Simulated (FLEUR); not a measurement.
# AlCu (Pm-3m) in FLEUR: further runs

Runs on AlCu. Level: LDA. Tasks: band structure, equation of state.

Everything below comes from runs of FLEUR MaX-R8.1 (later development tree). Logs are shortened: lines on timing, memory, paths and dates and some standing lists are left out, and cuts for length are marked.

### Step 1. The structure

The structure is cubic, space group Pm-3m (No. 221). Conventional cell: a = 2.998 Å, b = 2.998 Å, c = 2.998 Å, α = 90.00°, β = 90.00°, γ = 90.00°. Cu (site symmetry m-3m) is surrounded by 8 Al at 2.60 Å. Al (site symmetry m-3m) is surrounded by 8 Cu at 2.60 Å.

The cell comes from a database or a generator and needn't be the stable form of this composition.

### Step 2. Band structure, LDA

inp.xml

```xml
<?xml version="1.0" encoding="UTF-8" standalone="no"?>
<fleurInput fleurInputVersion="0.39">
   <comment>
      AlCu                                                                                                
   </comment>
   <calculationSetup>
      <cutoffs Kmax="4.6" Gmax="14.3" GmaxXC="14.3" numbands="0"/>
      <scfLoop itmax="60" minDistance="0.00001" maxIterBroyd="15" imix="Anderson" alpha="0.05" precondParam="0.0" spinf="2.0" sdNocoIR="T"/>
      <coreElectrons ctail="T" frcor="F" kcrel="0" coretail_lmax="0"/>
      <xcFunctional name="vwn" relativisticCorrections="F"/>
      <magnetism jspins="1"/>
      <soc l_soc="F" theta="0.0" phi="0.0" spav="F"/>
      <expertModes spex="0" secvar="F"/>
      <geometryOptimization l_f="F" forcealpha="1.0" forcemix="BFGS" epsdisp="0.00001" epsforce="0.00001"/>
      <ldaU l_linMix="F" mixParam="0.05" spinf="1.0"/>
   </calculationSetup>
   <cell>
      <bzIntegration valenceElectrons="30.0" mode="hist" fermiSmearingEnergy="0.00183747">
         <kPointListSelection listName="default-1"/>
         <!-- k-points included here -->
         <xi:include xmlns:xi="http://www.w3.org/2001/XInclude" href="kpts.xml"> </xi:include>
      </bzIntegration>
      <!-- symmetry operations included here -->
      <xi:include xmlns:xi="http://www.w3.org/2001/XInclude" href="sym.xml"> </xi:include>
      <bulkLattice scale="1.0">
[... 30 lines left out ...]
            <stateOccupation state="(3p3/2)" spinUp="0.333333" spinDown="0.333333"/>
         </electronConfig>
         <energyParameters s="3" p="3" d="3" f="4"/>
         <lo type="SCLO" l="0" n="2" eDeriv="0"/>
         <lo type="SCLO" l="1" n="2" eDeriv="0"/>
         <lo type="SCLO" l="2" n="3" eDeriv="2"/>
         <lo type="SCLO" l="3" n="4" eDeriv="2"/>
      </species>
   </atomSpecies>
   <atomGroups>
      <atomGroup species="Copper (Cu)">
         <relPos label="                   1">1.000/2.000 1.000/2.000 1.000/2.000</relPos>
         <force calculate="T" relaxXYZ="TTT"/>
      </atomGroup>
      <atomGroup species="Aluminum (Al)">
         <relPos label="                   2">.0000000000 .0000000000 .0000000000</relPos>
         <force calculate="T" relaxXYZ="TTT"/>
      </atomGroup>
   </atomGroups>
   <output dos="F" band="F" slice="F">
      <checks vchk="F" cdinf="F"/>
      <bandDOS minEnergy="-.5*Htr" maxEnergy="0.5*Htr" sigma="0.015" storeEVData="T"/>
      <vacuumDOS vacdos="F" integ="F" star="F" nstars="0" locx1="0.0" locy1="0.0" locx2="0.0" locy2="0.0" nstm="0" tworkf="0.0"/>
      <unfoldingBand unfoldBand="F" supercellX="1" supercellY="1" supercellZ="1"/>
      <plotting iplot="0" polar="F">
         <plot TwoD="T" vec1="  1.0  0.0  0.0" vec2="  0.0  1.0  0.0" vec3="  0.0  0.0  1.0" zero="  0.0  0.0  0.0" file="plot"/>
      </plotting>
      <chargeDensitySlicing numkpt="0" minEigenval="0.0" maxEigenval="0.0" nnne="0" pallst="F"/>
      <specialOutput eonly="F"/>
      <moessbauerParams electricFieldGradient="T" isomerShift="T" coreHyperfine="T" valenceHyperfine="T"/>
      <magneticCircularDichroism mcd="F" energyLo="-10.0" energyUp="0.0"/>
   </output>
  <!-- We include the file relax.xml here to enable relaxations (see documentation) -->
  <xi:include xmlns:xi="http://www.w3.org/2001/XInclude" href="relax.xml"> <xi:fallback/> </xi:include>
</fleurInput>
```

crystal.txt

```
AlCu
&input cartesian=F /
2.9975090000  0.0000000000  0.0000000000
0.0000000000  2.9975090000  0.0000000000
0.0000000000  0.0000000000  2.9975090000
1.8897261246
1.0 1.0 1.0

2
29 0.5000000000  0.5000000000  0.5000000000
13 0.0000000000  0.0000000000  0.0000000000

&kpt div1=9 div2=9 div3=9 gamma=T /
```

inp.xml (bands)

```
<?xml version="1.0" encoding="UTF-8" standalone="no"?>
<fleurInput fleurInputVersion="0.39">
   <comment>
      AlCu                                                                                                
   </comment>
   <calculationSetup>
      <cutoffs Kmax="4.6" Gmax="14.3" GmaxXC="14.3" numbands="0"/>
      <scfLoop itmax="60" minDistance="0.00001" maxIterBroyd="15" imix="Anderson" alpha="0.05" precondParam="0.0" spinf="2.0" sdNocoIR="T"/>
      <coreElectrons ctail="T" frcor="F" kcrel="0" coretail_lmax="0"/>
      <xcFunctional name="vwn" relativisticCorrections="F"/>
      <magnetism jspins="1"/>
      <soc l_soc="F" theta="0.0" phi="0.0" spav="F"/>
      <expertModes spex="0" secvar="F"/>
      <geometryOptimization l_f="F" forcealpha="1.0" forcemix="BFGS" epsdisp="0.00001" epsforce="0.00001"/>
      <ldaU l_linMix="F" mixParam="0.05" spinf="1.0"/>
   </calculationSetup>
   <cell>
      <bzIntegration valenceElectrons="30.0" mode="hist" fermiSmearingEnergy="0.00183747">
         <kPointListSelection listName="path-1"/>
         <!-- k-points included here -->
         <xi:include xmlns:xi="http://www.w3.org/2001/XInclude" href="kpts.xml"> </xi:include>
      </bzIntegration>
      <!-- symmetry operations included here -->
      <xi:include xmlns:xi="http://www.w3.org/2001/XInclude" href="sym.xml"> </xi:include>
      <bulkLattice scale="1.0">
         <bravaisMatrix>
[... 30 lines left out ...]
         </electronConfig>
         <energyParameters s="3" p="3" d="3" f="4"/>
         <lo type="SCLO" l="0" n="2" eDeriv="0"/>
         <lo type="SCLO" l="1" n="2" eDeriv="0"/>
         <lo type="SCLO" l="2" n="3" eDeriv="2"/>
         <lo type="SCLO" l="3" n="4" eDeriv="2"/>
      </species>
   </atomSpecies>
   <atomGroups>
      <atomGroup species="Copper (Cu)">
         <relPos label="                   1">1.000/2.000 1.000/2.000 1.000/2.000</relPos>
         <force calculate="T" relaxXYZ="TTT"/>
      </atomGroup>
      <atomGroup species="Aluminum (Al)">
         <relPos label="                   2">.0000000000 .0000000000 .0000000000</relPos>
         <force calculate="T" relaxXYZ="TTT"/>
      </atomGroup>
   </atomGroups>
   <output dos="F" band="T" slice="F">
      <checks vchk="F" cdinf="F"/>
      <bandDOS minEnergy="-.5*Htr" maxEnergy="0.5*Htr" sigma="0.015" storeEVData="T"/>
      <vacuumDOS vacdos="F" integ="F" star="F" nstars="0" locx1="0.0" locy1="0.0" locx2="0.0" locy2="0.0" nstm="0" tworkf="0.0"/>
      <unfoldingBand unfoldBand="F" supercellX="1" supercellY="1" supercellZ="1"/>
      <plotting iplot="0" polar="F">
         <plot TwoD="T" vec1="  1.0  0.0  0.0" vec2="  0.0  1.0  0.0" vec3="  0.0  0.0  1.0" zero="  0.0  0.0  0.0" file="plot"/>
      </plotting>
      <chargeDensitySlicing numkpt="0" minEigenval="0.0" maxEigenval="0.0" nnne="0" pallst="F"/>
      <specialOutput eonly="F"/>
      <moessbauerParams electricFieldGradient="T" isomerShift="T" coreHyperfine="T" valenceHyperfine="T"/>
      <magneticCircularDichroism mcd="F" energyLo="-10.0" energyUp="0.0"/>
   </output>
  <!-- We include the file relax.xml here to enable relaxations (see documentation) -->
  <xi:include xmlns:xi="http://www.w3.org/2001/XInclude" href="relax.xml"> <xi:fallback/> </xi:include>
</fleurInput>
```

Potentials or basis: all-electron, FLAPW.

Launch:

```bash
> inpgen -f crystal.txt -profile fastHighL
> # inp.xml edited to the form shown
> fleur_MPI
> fleur_MPI   # second run, on inp.xml (bands)
```

The program printed:

```text
Welcome to FLEUR        (www.flapw.de)
      MaX-Release 8.1          (www.max-centre.eu)

 ========== k-point set info ==========
 Selected k-point list: default-1
 k-point list type: mesh
 9 x 9 x 9
 Number of k points: 35

 ------------Calculation Setup---------------------------
 Number of MPI-tasks      :            1
 Number of PE/node        :            1
 Number of OMP-threads    :            1
 Most efficient MPI parallelization for:
           1           5           7          35
 Additional eigenvalue parallelization possible
 Number of basis functions:          378
 Approximate size of matrices (H+S) per k-point:         0.002 GB
 --------------------------------------------------------
 Iteration:     1   Distance:      39.86206275 me/bohr^3
 Iteration:     2   Distance:      24.41709162 me/bohr^3
 Iteration:     3   Distance:       7.06147369 me/bohr^3
 Iteration:     4   Distance:       7.14634798 me/bohr^3
 Iteration:     5   Distance:       2.92329874 me/bohr^3
 Iteration:     6   Distance:       1.15860121 me/bohr^3
 Iteration:     7   Distance:       0.30040244 me/bohr^3
 Iteration:     8   Distance:       0.47222018 me/bohr^3
 Iteration:     9   Distance:       0.06363560 me/bohr^3
 Iteration:    10   Distance:       0.03364988 me/bohr^3
 Iteration:    11   Distance:       0.02048122 me/bohr^3
 Iteration:    12   Distance:       0.00164984 me/bohr^3
 Iteration:    13   Distance:       0.00229826 me/bohr^3
 Iteration:    14   Distance:       0.00010336 me/bohr^3
 Iteration:    15   Distance:       0.00004266 me/bohr^3
 Iteration:    16   Distance:       0.00003068 me/bohr^3
 Iteration:    17   Distance:       0.00000829 me/bohr^3

 ********************************************************************
 Run finished successfully
 Stop message:
   all done
 ********************************************************************
```

Wall time 36 s (1 thread of Arm Neoverse V2, shared host); peak memory 0.05 GiB.

Results:

```
Free energy                                           : -51550.0661 eV
Band gap along the path                               : none (metal or under the smearing width)
Valence electrons inside the program's atomic spheres : Cu 18.40; Al 9.11 (radii Cu 2.41, Al 2.13 bohr)
```

Levels at the corners of the path, in eV from the Fermi level:
| point | band 13 | band 14 | band 15 | band 16 | band 17 | band 18 |
| --- | --- | --- | --- | --- | --- | --- |
| Γ | -3.81 | -3.81 | 3.87 | 3.87 | 3.87 | 6.51 |
| X | -4.24 | -3.75 | -3.06 | 7.39 | 8.10 | 8.10 |
| M | -3.58 | -3.58 | -3.41 | -0.80 | -0.06 | 10.06 |
| Γ | -3.81 | -3.81 | 3.87 | 3.87 | 3.87 | 6.51 |
| R | -3.40 | 0.86 | 0.86 | 0.86 | 1.77 | 2.32 |
| X | -4.24 | -3.75 | -3.06 | 7.39 | 8.10 | 8.10 |
| M | -3.58 | -3.58 | -3.41 | -0.80 | -0.06 | 10.06 |
| R | -3.40 | 0.86 | 0.86 | 0.86 | 1.77 | 2.32 |

Core levels (eV from the Fermi level):
| atom | levels |
| --- | --- |
| 1 Cu | 1s1/2 -8830.2, 2s1/2 -1059.5, 2p1/2 -929.2, 2p3/2 -908.7 |
| 2 Al | 1s1/2 -1499.7 |

### Step 3. Equation of state, LDA, 12.66 Å³/atom (volume scaled by 0.94)

Changes to inp.xml since step 2:

```diff
@@ -6,3 +6,3 @@
    <calculationSetup>
-      <cutoffs Kmax="4.6" Gmax="14.3" GmaxXC="14.3" numbands="0"/>
+      <cutoffs Kmax="4.73" Gmax="14.7" GmaxXC="14.7" numbands="0"/>
       <scfLoop itmax="60" minDistance="0.00001" maxIterBroyd="15" imix="Anderson" alpha="0.05" precondParam="0.0" spinf="2.0" sdNocoIR="T"/>
@@ -24,3 +24,3 @@
       <xi:include xmlns:xi="http://www.w3.org/2001/XInclude" href="sym.xml"> </xi:include>
-      <bulkLattice scale="1.0">
+      <bulkLattice scale="0.9795861087">
          <bravaisMatrix>
@@ -34,3 +34,3 @@
       <species name="Copper (Cu)" element="Cu" atomicNumber="29">
-         <mtSphere radius="2.41" gridPoints="797" logIncrement="0.015"/>
+         <mtSphere radius="2.34" gridPoints="797" logIncrement="0.015"/>
          <atomicCutoffs lmax="10" lnonsphr="10"/>
@@ -49,3 +49,3 @@
       <species name="Aluminum (Al)" element="Al" atomicNumber="13">
-         <mtSphere radius="2.13" gridPoints="705" logIncrement="0.016"/>
+         <mtSphere radius="2.07" gridPoints="705" logIncrement="0.016"/>
          <atomicCutoffs lmax="9" lnonsphr="9"/>
```

Potentials or basis: all-electron, FLAPW.

Launch:

```bash
> inpgen -f crystal.txt -profile fastHighL
> # inp.xml edited to the form shown
> fleur_MPI
```

Wall time 33 s (1 thread of Arm Neoverse V2, shared host); peak memory 0.08 GiB.

It converged, with:

```
Free energy                                           : -51550.1200 eV
Band gap on the k mesh                                : none (metal or under the smearing width)
Valence electrons inside the program's atomic spheres : Cu 18.30; Al 9.05 (radii Cu 2.34, Al 2.07 bohr)
```

### Step 4. Equation of state, LDA, 12.93 Å³/atom (volume scaled by 0.96)

Changes to inp.xml since step 3:

```diff
@@ -24,3 +24,3 @@
       <xi:include xmlns:xi="http://www.w3.org/2001/XInclude" href="sym.xml"> </xi:include>
-      <bulkLattice scale="0.9795861087">
+      <bulkLattice scale="0.9864848297">
          <bravaisMatrix>
```

Launch:

```bash
> inpgen -f crystal.txt -profile fastHighL
> # inp.xml edited to the form shown
> fleur_MPI
```

Run time: 34 s. Hardware: 1 thread of Arm Neoverse V2, shared host; peak memory 0.08 GiB.

Results (log left out):

```
Free energy                                           : -51550.1099 eV
Band gap on the k mesh                                : none (metal or under the smearing width)
Valence electrons inside the program's atomic spheres : Cu 18.27; Al 9.03 (radii Cu 2.34, Al 2.07 bohr)
```

### Step 5. Equation of state, LDA, 13.47 Å³/atom

Changes to inp.xml since step 4:

```diff
@@ -24,3 +24,3 @@
       <xi:include xmlns:xi="http://www.w3.org/2001/XInclude" href="sym.xml"> </xi:include>
-      <bulkLattice scale="0.9864848297">
+      <bulkLattice scale="1.0000000000">
          <bravaisMatrix>
```

Launch:

```bash
> inpgen -f crystal.txt -profile fastHighL
> # inp.xml edited to the form shown
> fleur_MPI
```

It took 36 s on 1 thread of Arm Neoverse V2, shared host; peak memory 0.08 GiB.

The run converged. Its results:

```
Free energy                                           : -51550.0661 eV
Band gap on the k mesh                                : none (metal or under the smearing width)
Valence electrons inside the program's atomic spheres : Cu 18.22; Al 9.00 (radii Cu 2.34, Al 2.07 bohr)
```

### Step 6. Equation of state, LDA, 14.01 Å³/atom (volume scaled by 1.04)

Changes to inp.xml since step 5:

```diff
@@ -24,3 +24,3 @@
       <xi:include xmlns:xi="http://www.w3.org/2001/XInclude" href="sym.xml"> </xi:include>
-      <bulkLattice scale="1.0000000000">
+      <bulkLattice scale="1.0131594038">
          <bravaisMatrix>
```

Potentials or basis: all-electron, FLAPW.

Launch:

```bash
> inpgen -f crystal.txt -profile fastHighL
> # inp.xml edited to the form shown
> fleur_MPI
```

Wall time 33 s (1 thread of Arm Neoverse V2, shared host); peak memory 0.09 GiB.

Results (log left out):

* Free energy: -51549.9968 eV
* Band gap on the k mesh: none (metal or under the smearing width)
* Valence electrons inside the program's atomic spheres: Cu 18.17; Al 8.97 (radii Cu 2.34, Al 2.07 bohr)

### Step 7. Equation of state, LDA, 14.27 Å³/atom (volume scaled by 1.06)

Changes to inp.xml since step 6:

```diff
@@ -24,3 +24,3 @@
       <xi:include xmlns:xi="http://www.w3.org/2001/XInclude" href="sym.xml"> </xi:include>
-      <bulkLattice scale="1.0131594038">
+      <bulkLattice scale="1.0196128224">
          <bravaisMatrix>
```

Launch:

```bash
> inpgen -f crystal.txt -profile fastHighL
> # inp.xml edited to the form shown
> fleur_MPI
```

It took 34 s on 1 thread of Arm Neoverse V2, shared host; peak memory 0.09 GiB.

The run converged. Its results:

```yaml
Free_energy: -51549.9545 eV
Band_gap_on_the_k_mesh: none (metal or under the smearing width)
Valence_electrons_inside_the_program's_atomic_spheres: Cu 18.15; Al 8.96 (radii Cu 2.34, Al 2.07 bohr)
```

### Step 8. Equation of state, LDA

Potentials or basis: all-electron, FLAPW.

No new run: the results of the series are fitted here.

What came out:

```yaml
Equilibrium_volume: "12.50 Å³/atom (rough: see the caveat)"
Bulk_modulus: 138 GPa (rough)
```

Energy against volume, from the lowest point:
| volume (Å³/atom) | energy (meV/atom) |
| --- | --- |
| 12.658 | 0.00 |
| 12.928 | 5.08 |
| 13.466 | 26.99 |
| 14.005 | 61.63 |
| 14.274 | 82.79 |

Caveat: the minimum lies outside the volumes run.
